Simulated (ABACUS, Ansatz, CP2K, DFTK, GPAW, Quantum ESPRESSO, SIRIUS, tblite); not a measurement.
# The bulk modulus of Rh, sorted by core time

It takes space group Fm-3m (No. 225, cubic). The conventional cell has a = 3.796 Å, b = 3.796 Å, c = 3.796 Å, α = 90.00°, β = 90.00°, γ = 90.00°. Rh (site symmetry m-3m) is surrounded by 12 Rh at 2.68 Å.

| rung | level | program and potentials | cutoff (eV) | k mesh | smearing | core time | chip | bulk modulus (GPa) | miss | notes |
| --- | --- | --- | --- | --- | --- | --- | --- | --- | --- | --- |
| GGA | PBE | Ansatz, all-electron LAPW, scalar-relativistic | - | 12 × 12 × 12 | fermi-dirac 0.05 | 31 s | Intel Xeon 6975P-C Granite Rapids | 258.3 | -2.2 % | - |
| tight binding or semi-empirical | GFN1-xTB | tblite, the method's own minimal valence basis | - | 1 × 1 × 1 | fermi-dirac 0.05 | 33 s | Arm Neoverse V1 | 215.6 | -18.3 % | coarse mesh; Γ point of a 4 × 4 × 4 supercell |
| GGA | PBEsol | ABACUS, PseudoDojo NC SR 0.5 PBE stringent, plane waves | 1211 | 10 × 10 × 10 | fermi-dirac 0.05 | 40 s | Intel Xeon Platinum 8488C Sapphire Rapids | 295.6 | +12.0 % | potentials made for PBE; fit through 4 volumes |
| GGA | RPBE | ABACUS, PseudoDojo NC SR 0.4.1 PBE standard, plane waves | 1211 | 10 × 10 × 10 | fermi-dirac 0.05 | 44 s | Intel Xeon Platinum 8488C Sapphire Rapids | 239.0 | -9.5 % | potentials made for PBE; fit through 4 volumes |
| GGA | B86bPBE | ABACUS, PseudoDojo NC SR 0.5 PBE standard, plane waves | 1211 | 10 × 10 × 10 | fermi-dirac 0.05 | 49 s | Intel Xeon Platinum 8375C Ice Lake | 251.3 | -4.8 % | potentials made for PBE; fit through 4 volumes |
| GGA + dispersion | BP86+D3(BJ) | GPAW, PAW data sets generated for this functional | 600 | 12 × 12 × 12 | fermi-dirac 0.05 | 50 s | Intel Xeon Platinum 8488C Sapphire Rapids | 308.4 | +16.8 % | - |
| LDA | LDA | Ansatz, all-electron LAPW, scalar-relativistic | - | 12 × 12 × 12 | fermi-dirac 0.05 | 64 s | Arm Neoverse N1 | 319.1 | +20.9 % | - |
| LDA | LDA | Quantum ESPRESSO, PseudoDojo 0.4.1 SR LDA standard | 1197 | 12 × 12 × 12 | fermi-dirac 0.05 | 1.8 min | Arm Neoverse V1 | 319.0 | +20.8 % | - |
| GGA | PBEsol | Quantum ESPRESSO, PseudoDojo 0.4.1 SR PBEsol standard | 1197 | 12 × 12 × 12 | fermi-dirac 0.05 | 1.9 min | Arm Neoverse V1 | (a) | ? | - |
| LDA | LDA | SIRIUS, all-electron FP-LAPW, apw+lo standard | - | 12 × 12 × 12 | fermi-dirac 0.05 | 2.2 min | Arm Neoverse V2 | (b) | ? | - |
| GGA | PBE | ABACUS, PseudoDojo NC SR 0.4.1 PBE standard, plane waves | 1211 | 12 × 12 × 12 | fermi-dirac 0.05 | 2.6 min | Intel Xeon Platinum 8259CL Skylake/Cascade Lake | (c) | ? | - |
| GGA | AM05 | DFTK, PseudoDojo 0.4 stringent (PBEsol) | 1197 | 8 × 8 × 8 | fermi-dirac 0.05 | 3.5 min | Intel Xeon 6975P-C Granite Rapids | 293.2 | +11.1 % | potentials made for PBEsol |
| GGA | PBE | DFTK, PseudoDojo SR PBE 0.4.1 standard (PBE) | 1197 | 12 × 12 × 12 | fermi-dirac 0.05 | 8 min | AMD EPYC 9R14 Zen 4 | 258.3 | -2.2 % | - |
| GGA | PBEsol | CP2K, POTENTIAL_UZH Rh GTH-PBE-q17; TZVP-MOLOPT-PBE-GTH basis | - | 12 × 12 × 12 | fermi-dirac 0.1 | 13 min | Arm Neoverse V1 | 297.7 | +12.8 % | atomic basis; potentials made for PBE |

Times are single runs on shared hosts and different chips, so they are rough; meshes, cutoffs and the tasks' sizes weigh on the time. Task: equation of state. All rows: no spin polarisation. Smearing widths are in eV. The cell comes from a database and isn't always the measured one. For a metal such meshes aren't converged. Meshes differ between rows, which moves values too. Meshes are those of the run's cell of 1 atom unless a note names another. Misses use the values as printed. Runs on faulty files, with rough fits or with known faults for this quantity aren't shown. No row holds spin-orbit coupling.

Measured: 264 GPa (pmc:11535440, doi:10.1038/s41598-024-78006-0). The runs are for a static lattice.

Estimate the values left out from the other rows.

(a) 296.1 GPa, miss +12.2 %; (b) 326.4 GPa, miss +23.6 %; (c) 257.8 GPa, miss -2.3 %.
